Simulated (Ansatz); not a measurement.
A 3-atom cell of Li2Se started from a crystallographic database, relaxed with r2SCAN: it is cubic, Fm-3m (No. 225); conventional cell a = 5.987 Å, 17.88 Å³ an atom. Li is surrounded by 4 Se at 2.59 Å; Se is surrounded by 8 Li at 2.59 Å. One-shot G0W0@PBE in Ansatz on a 6×6×6 mesh (contour deformation, no spin-orbit coupling), from a PBE gap of 2.974 eV over the mesh points (the G0W0 gap is indirect on the mesh); the number N of bands summed and the screening cutoff rise together. Calculated for a static, non-magnetic cell.

```tsv
N	cutoff (eV)	1000/N	G0W0 gap (eV)
132	100	7.576	4.333
305	180	3.279	4.498
```

**Question.** Lay a straight line in 1000/N through these rows.

**Answer.** The slope is -0.0384 eV per unit of 1000/N and the intercept 4.624 eV.

**Question.** Predict the gap at N = 581 (260 eV).

**Answer.** 4.624 + (-0.0384) × 1.721 = 4.558 eV; the run gives 4.558 eV, 0.000 eV from the line.

**Question.** With that run's result added, what limit do the last two rows suggest?

**Answer.** Their slope is (4.558 − 4.498)/(1.721 − 3.279) = -0.0385, which meets 1/N = 0 at 4.62 eV, against 4.624 eV from the first line. The two lines nearly agree; the k mesh isn't extrapolated.

The runs are scalar-relativistic, without spin-orbit coupling.
